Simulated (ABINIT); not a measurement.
# C (Fd-3m) in ABINIT: settings compared

One crystal, C, is run at these levels: PBE, PBE+D3, PBE+D3(BJ), PBE+D2; tasks: equation of state.

All numbers are computed with ABINIT 10.8.3 (patched build); they aren't measurements. Logs are shortened: lines on timing, memory, paths and dates and some standing lists are left out, and cuts for length are marked. The log counts tension as positive stress, the text compression.

**What was measured.**

From “Equation of state of cubic boron nitride at high pressures and temperatures”, 2007, arxiv:cond-mat/0702656, for a bulk crystal of C: bulk modulus 444.8 ± 0.8 GPa; bulk modulus 442 ± 5 GPa.

The results are compared with them further down.

## (1) The structure

It takes space group Fd-3m (No. 227, cubic). The conventional cell has a = 3.567 Å, b = 3.567 Å, c = 3.567 Å, α = 90.00°, β = 90.00°, γ = 90.00°. Around C (site symmetry -43m) lie 4 C at 1.54 Å.

This isn't the form of C at room conditions, which is graphite.

## (2) Equation of state, PBE

run.abi reads:

```
# Datasets: one volume each
ndtset 7
getwfk -1
scalecart1 3*0.9795861087
scalecart2 3*0.9864848297
scalecart3 3*0.9932883884
scalecart4 3*1.0000000000
scalecart5 3*1.0066227096
scalecart6 3*1.0131594038
scalecart7 3*1.0196128224

# Pseudopotentials
pp_dirpath "./"
pseudos "C.GGA_PBE-JTH.xml"

# Structure
acell 3*1.0
rprim
     0.0000000000     3.3700808789     3.3700808789
     3.3700808789     0.0000000000     3.3700808789
     3.3700808789     3.3700808789     0.0000000000
ntypat 1
znucl 6
natom 2
typat 1 1
xred
     0.7500000000     0.7500000000     0.7500000000
     0.5000000000     0.5000000000     0.5000000000

# Plane-wave basis
ecut 19.0
pawecutdg 38.0
pawxcdev 0
pawovlp 30

# k points
kptopt 1
ngkpt 13 13 13
nshiftk 1
shiftk 0.0 0.0 0.0

# Exchange and correlation
ixc 11

# Bands and occupations
nband 8
occopt 3
tsmear 0.00183747

# SCF cycle
nstep 100
tolvrs 1.0e-9

# Output
iomode 3
prtwf 1
prtden 0
prteig 0
prtebands 0
enunit 1
```

Potentials or basis: JTH PAW PBE v2.0.

Command:

```bash
> abinit run.abi > log 2>&1
```

run.abo:

```text
.Version 10.8.3 of ABINIT
 DATASET    1 : space group Fd -3 m (#227); Bravais cF (face-center cubic)
================================================================================
 Values of the parameters that define the memory need for DATASET  1.
     intxc =       0    ionmov =       0      iscf =      17    lmnmax =       8
     lnmax =       4     mgfft =      20  mpssoang =       2    mqgrid =    3001
     natom =       2  nloc_mem =       2    nspden =       1   nspinor =       1
    nsppol =       1      nsym =      48    n1xccc =       1    ntypat =       1
    occopt =       3   xclevel =       2
       mpw =         298          nfft =        8000          nkpt =          84
 PAW method is used; the additional fine FFT grid is defined by:
   mgfftf=        27    nfftf =     19683
================================================================================
================================================================================
[... 71 lines left out ...]
 DATASET    7 : space group Fd -3 m (#227); Bravais cF (face-center cubic)
================================================================================
 Values of the parameters that define the memory need for DATASET  7.
     intxc =       0    ionmov =       0      iscf =      17    lmnmax =       8
     lnmax =       4     mgfft =      20  mpssoang =       2    mqgrid =    3001
     natom =       2  nloc_mem =       2    nspden =       1   nspinor =       1
    nsppol =       1      nsym =      48    n1xccc =       1    ntypat =       1
    occopt =       3   xclevel =       2
       mpw =         328          nfft =        8000          nkpt =          84
 PAW method is used; the additional fine FFT grid is defined by:
   mgfftf=        30    nfftf =     27000
================================================================================
================================================================================

--------------------------------------------------------------------------------
------------- Echo of variables that govern the present computation ------------
--------------------------------------------------------------------------------
 -outvars: echo values of preprocessed input variables --------
            acell      1.0000000000E+00  1.0000000000E+00  1.0000000000E+00 Bohr
              amu      1.20110000E+01
             ecut      1.90000000E+01 Hartree
           enunit           1
           getwfk          -1
                       outvar_i_n : Printing only first  50 k-points.
              ixc          11
           jdtset        1    2    3    4    5    6    7
                       outvar_i_n : Printing only first  50 k-points.
         kptrlatt       13    0    0      0   13    0      0    0   13
          kptrlen1     6.06933755E+01
          kptrlen2     6.11208077E+01
          kptrlen3     6.15423438E+01
          kptrlen4     6.19581831E+01
          kptrlen5     6.23685142E+01
          kptrlen6     6.27735159E+01
          kptrlen7     6.31733579E+01
            natom           2
            nband           8
           ndtset           7
            ngfft          20      20      20
          ngfftdg1         27      27      27
          ngfftdg2         30      30      30
          ngfftdg3         30      30      30
          ngfftdg4         30      30      30
          ngfftdg5         30      30      30
          ngfftdg6         30      30      30
          ngfftdg7         30      30      30
             nkpt          84
            nstep         100
             nsym          48
           ntypat           1
                       prtocc : prtvol=0, do not print more k-points.
           occopt           3
        pawecutdg      3.80000000E+01 Hartree
          pawovlp      3.0000000000E+01
         pawxcdev           0
           prtden           0
        prtebands           0
           prteig           0
            rprim1     0.0000000000E+00  3.3012844142E+00  3.3012844142E+00
                       3.3012844142E+00  0.0000000000E+00  3.3012844142E+00
                       3.3012844142E+00  3.3012844142E+00  0.0000000000E+00
            rprim2     0.0000000000E+00  3.3245336619E+00  3.3245336619E+00
                       3.3245336619E+00  0.0000000000E+00  3.3245336619E+00
                       3.3245336619E+00  3.3245336619E+00  0.0000000000E+00
            rprim3     0.0000000000E+00  3.3474622050E+00  3.3474622050E+00
                       3.3474622050E+00  0.0000000000E+00  3.3474622050E+00
                       3.3474622050E+00  3.3474622050E+00  0.0000000000E+00
            rprim4     0.0000000000E+00  3.3700808789E+00  3.3700808789E+00
                       3.3700808789E+00  0.0000000000E+00  3.3700808789E+00
                       3.3700808789E+00  3.3700808789E+00  0.0000000000E+00
            rprim5     0.0000000000E+00  3.3923999459E+00  3.3923999459E+00
                       3.3923999459E+00  0.0000000000E+00  3.3923999459E+00
                       3.3923999459E+00  3.3923999459E+00  0.0000000000E+00
            rprim6     0.0000000000E+00  3.4144291340E+00  3.4144291340E+00
                       3.4144291340E+00  0.0000000000E+00  3.4144291340E+00
                       3.4144291340E+00  3.4144291340E+00  0.0000000000E+00
            rprim7     0.0000000000E+00  3.4361776767E+00  3.4361776767E+00
                       3.4361776767E+00  0.0000000000E+00  3.4361776767E+00
                       3.4361776767E+00  3.4361776767E+00  0.0000000000E+00
          spgroup         227
           tolvrs      1.00000000E-09
           tsmear      1.83747000E-03 Hartree
            typat      1  1
           useylm           1
                       outvars : Printing only first  50 k-points.
           xangst1     2.6204467163E+00  2.6204467163E+00  2.6204467163E+00
                       1.7469644775E+00  1.7469644775E+00  1.7469644775E+00
           xangst2     2.6389011743E+00  2.6389011743E+00  2.6389011743E+00
                       1.7592674496E+00  1.7592674496E+00  1.7592674496E+00
           xangst3     2.6571010680E+00  2.6571010680E+00  2.6571010680E+00
                       1.7714007120E+00  1.7714007120E+00  1.7714007120E+00
           xangst4     2.6750549982E+00  2.6750549982E+00  2.6750549982E+00
                       1.7833699988E+00  1.7833699988E+00  1.7833699988E+00
           xangst5     2.6927711106E+00  2.6927711106E+00  2.6927711106E+00
                       1.7951807404E+00  1.7951807404E+00  1.7951807404E+00
           xangst6     2.7102571271E+00  2.7102571271E+00  2.7102571271E+00
                       1.8068380847E+00  1.8068380847E+00  1.8068380847E+00
           xangst7     2.7275203768E+00  2.7275203768E+00  2.7275203768E+00
                       1.8183469179E+00  1.8183469179E+00  1.8183469179E+00
            xcart1     4.9519266212E+00  4.9519266212E+00  4.9519266212E+00
                       3.3012844142E+00  3.3012844142E+00  3.3012844142E+00
            xcart2     4.9868004928E+00  4.9868004928E+00  4.9868004928E+00
                       3.3245336619E+00  3.3245336619E+00  3.3245336619E+00
            xcart3     5.0211933075E+00  5.0211933075E+00  5.0211933075E+00
                       3.3474622050E+00  3.3474622050E+00  3.3474622050E+00
            xcart4     5.0551213184E+00  5.0551213184E+00  5.0551213184E+00
                       3.3700808789E+00  3.3700808789E+00  3.3700808789E+00
            xcart5     5.0885999188E+00  5.0885999188E+00  5.0885999188E+00
                       3.3923999459E+00  3.3923999459E+00  3.3923999459E+00
            xcart6     5.1216437010E+00  5.1216437010E+00  5.1216437010E+00
                       3.4144291340E+00  3.4144291340E+00  3.4144291340E+00
            xcart7     5.1542665150E+00  5.1542665150E+00  5.1542665150E+00
                       3.4361776767E+00  3.4361776767E+00  3.4361776767E+00
             xred      7.5000000000E-01  7.5000000000E-01  7.5000000000E-01
                       5.0000000000E-01  5.0000000000E-01  5.0000000000E-01
            znucl        6.00000

================================================================================

 chkinp: Checking input parameters for consistency, jdtset=   1.

 chkinp: Checking input parameters for consistency, jdtset=   2.
[... 40 lines left out ...]
 getcut: wavevector=  0.0000  0.0000  0.0000  ngfft=  27  27  27
         ecut(hartree)=     38.000   => boxcut(ratio)=   2.00983

--- Pseudopotential description ------------------------------------------------
- pspini: atom type   1  psp file is ./C.GGA_PBE-JTH.xml
 Pseudopotential format is: paw10
 basis_size (lnmax)=  4 (lmn_size=  8), orbitals=   0   0   1   1
 Spheres core radius: rc_sph= 1.50736703
 Shapefunction is SIN type: shapef(r)=[sin(pi*r/rshp)/(pi*r/rshp)]**2
 Radius for shape functions =  1.30052589
 Compensation charge density is not taken into account in XC energy/potential

   6.99883411E+01                                ecore*ucvol(ha*bohr**3)
--------------------------------------------------------------------------------

================================================================================

--- !BeginCycle
iteration_state: {dtset: 1, }
solver: {iscf: 17, nstep: 100, nline: 4, wfoptalg: 10, }
tolerances: {tolvrs: 1.00E-09, }
...
[... 1228 lines left out ...]
-Cartesian components of stress tensor (GPa)         [Pressure= -2.1824E+01 GPa]
- sigma(1 1)=  2.18237379E+01  sigma(3 2)=  0.00000000E+00
- sigma(2 2)=  2.18237379E+01  sigma(3 1)=  0.00000000E+00
- sigma(3 3)=  2.18237379E+01  sigma(2 1)=  0.00000000E+00

== END DATASET(S) ==============================================================
================================================================================

 -outvars: echo values of variables after computation  --------
            acell      1.0000000000E+00  1.0000000000E+00  1.0000000000E+00 Bohr
           etotal1    -1.1482153233E+01
           etotal2    -1.1483597725E+01
           etotal3    -1.1484448439E+01
           etotal4    -1.1484758903E+01
           etotal5    -1.1484600991E+01
           etotal6    -1.1484065854E+01
           etotal7    -1.1483154742E+01
            fcart1    -5.4035861093E-28  4.5879504702E-28 -3.7723148311E-28
                       5.4035861093E-28 -4.5879504702E-28  3.7723148311E-28
            fcart2     1.2958907309E-27 -3.2397268273E-27  2.5917814618E-27
                      -1.2958907309E-27  3.2397268273E-27 -2.5917814618E-27
            fcart3    -1.7936620343E-43  4.8263043313E-28  0.0000000000E+00
                       1.7936620343E-43 -4.8263043313E-28  0.0000000000E+00
            fcart4    -3.1959413675E-28  0.0000000000E+00  0.0000000000E+00
                       3.1959413675E-28 -8.9683101717E-44  0.0000000000E+00
            fcart5    -1.3890252375E-28  1.3294955845E-27 -1.1707498430E-27
                       1.3890252375E-28 -1.3294955845E-27  1.1707498430E-27
[... 38 lines left out ...]
                       0.0000000000E+00  0.0000000000E+00  0.0000000000E+00
           xangst1     2.6204467163E+00  2.6204467163E+00  2.6204467163E+00
                       1.7469644775E+00  1.7469644775E+00  1.7469644775E+00
           xangst2     2.6389011743E+00  2.6389011743E+00  2.6389011743E+00
                       1.7592674496E+00  1.7592674496E+00  1.7592674496E+00
           xangst3     2.6571010680E+00  2.6571010680E+00  2.6571010680E+00
                       1.7714007120E+00  1.7714007120E+00  1.7714007120E+00
           xangst4     2.6750549982E+00  2.6750549982E+00  2.6750549982E+00
                       1.7833699988E+00  1.7833699988E+00  1.7833699988E+00
           xangst5     2.6927711106E+00  2.6927711106E+00  2.6927711106E+00
                       1.7951807404E+00  1.7951807404E+00  1.7951807404E+00
           xangst6     2.7102571271E+00  2.7102571271E+00  2.7102571271E+00
                       1.8068380847E+00  1.8068380847E+00  1.8068380847E+00
           xangst7     2.7275203768E+00  2.7275203768E+00  2.7275203768E+00
                       1.8183469179E+00  1.8183469179E+00  1.8183469179E+00
             xred      7.5000000000E-01  7.5000000000E-01  7.5000000000E-01
                       5.0000000000E-01  5.0000000000E-01  5.0000000000E-01
 Calculation completed.
```

Run time: 31 s. Hardware: 1 thread of Arm Neoverse V1, shared host; peak memory 0.11 GiB.

What came out:

```
Equilibrium volume                      : 5.69 Å³/atom
Bulk modulus                            : 435 GPa
Pressure derivative of the bulk modulus : 5.8
```

Energy against volume, from the lowest point:
| volume (Å³/atom) | energy (meV/atom) |
| --- | --- |
| 5.332 | 35.45 |
| 5.445 | 15.80 |
| 5.558 | 4.22 |
| 5.672 | 0.00 |
| 5.785 | 2.15 |
| 5.899 | 9.43 |
| 6.012 | 21.83 |

Caveat: pressures at fixed basis lie under the slope of the energies; the atomic spheres overlap.

## (3) Equation of state, PBE+D3

run.abi: that of step 2 with these lines changed.

```diff
@@ -43,2 +43,3 @@
 ixc 11
+vdw_xc 6
```

Potentials or basis: JTH PAW PBE v2.0.

Command:

```bash
> abinit run.abi > log 2>&1
```

run.abo:

```text
.Version 10.8.3 of ABINIT
 DATASET    1 : space group Fd -3 m (#227); Bravais cF (face-center cubic)
================================================================================
 Values of the parameters that define the memory need for DATASET  1.
     intxc =       0    ionmov =       0      iscf =      17    lmnmax =       8
     lnmax =       4     mgfft =      20  mpssoang =       2    mqgrid =    3001
     natom =       2  nloc_mem =       2    nspden =       1   nspinor =       1
    nsppol =       1      nsym =      48    n1xccc =       1    ntypat =       1
    occopt =       3   xclevel =       2
       mpw =         298          nfft =        8000          nkpt =          84
 PAW method is used; the additional fine FFT grid is defined by:
   mgfftf=        27    nfftf =     19683
================================================================================
================================================================================
[... 71 lines left out ...]
 DATASET    7 : space group Fd -3 m (#227); Bravais cF (face-center cubic)
[... 1450 lines left out ...]
                      -1.5180721496E-27 -8.7888387606E-28  2.1572604230E-27
            fcart5    -6.5482618339E-28  3.3733470053E-28 -1.2898091491E-27
                       6.5482618339E-28 -3.3733470053E-28  1.2898091491E-27
[... 38 lines left out ...]
                       0.0000000000E+00  0.0000000000E+00  0.0000000000E+00
           xangst1     2.6204467163E+00  2.6204467163E+00  2.6204467163E+00
                       1.7469644775E+00  1.7469644775E+00  1.7469644775E+00
           xangst2     2.6389011743E+00  2.6389011743E+00  2.6389011743E+00
                       1.7592674496E+00  1.7592674496E+00  1.7592674496E+00
           xangst3     2.6571010680E+00  2.6571010680E+00  2.6571010680E+00
                       1.7714007120E+00  1.7714007120E+00  1.7714007120E+00
           xangst4     2.6750549982E+00  2.6750549982E+00  2.6750549982E+00
                       1.7833699988E+00  1.7833699988E+00  1.7833699988E+00
           xangst5     2.6927711106E+00  2.6927711106E+00  2.6927711106E+00
                       1.7951807404E+00  1.7951807404E+00  1.7951807404E+00
           xangst6     2.7102571271E+00  2.7102571271E+00  2.7102571271E+00
                       1.8068380847E+00  1.8068380847E+00  1.8068380847E+00
           xangst7     2.7275203768E+00  2.7275203768E+00  2.7275203768E+00
                       1.8183469179E+00  1.8183469179E+00  1.8183469179E+00
             xred      7.5000000000E-01  7.5000000000E-01  7.5000000000E-01
                       5.0000000000E-01  5.0000000000E-01  5.0000000000E-01
 Calculation completed.
```

Run time: 34 s. Hardware: 1 thread of Arm Neoverse V1, shared host; peak memory 0.11 GiB.

What came out:

| Quantity | Value |
| --- | --- |
| Equilibrium volume | 5.65 Å³/atom |
| Bulk modulus | 444 GPa |
| Pressure derivative of the bulk modulus | 5.8 |

Energy against volume, from the lowest point:
| volume (Å³/atom) | energy (meV/atom) |
| --- | --- |
| 5.332 | 28.66 |
| 5.445 | 11.39 |
| 5.558 | 2.08 |
| 5.672 | 0.00 |
| 5.785 | 4.18 |
| 5.899 | 13.38 |
| 6.012 | 27.60 |

Caveat: pressures at fixed basis lie under the slope of the energies; the atomic spheres overlap.

## (4) Equation of state, PBE+D3(BJ)

run.abi: that of step 3 with these lines changed.

```diff
@@ -43,3 +43,3 @@
 ixc 11
-vdw_xc 6
+vdw_xc 7
```

Command:

```bash
> abinit run.abi > log 2>&1
```

It took 34 s on 1 thread of Arm Neoverse V1, shared host; peak memory 0.12 GiB.

It converged, with:

| Quantity | Value |
| --- | --- |
| Equilibrium volume | 5.62 Å³/atom |
| Bulk modulus | 455 GPa |
| Pressure derivative of the bulk modulus | 5.8 |

Energy against volume, from the lowest point:
| volume (Å³/atom) | energy (meV/atom) |
| --- | --- |
| 5.332 | 23.27 |
| 5.445 | 7.85 |
| 5.558 | 0.33 |
| 5.672 | 0.00 |
| 5.785 | 5.88 |
| 5.899 | 16.75 |
| 6.012 | 32.59 |

Caveat: pressures at fixed basis lie under the slope of the energies; the atomic spheres overlap.

(Continued in part 2 of 2.)
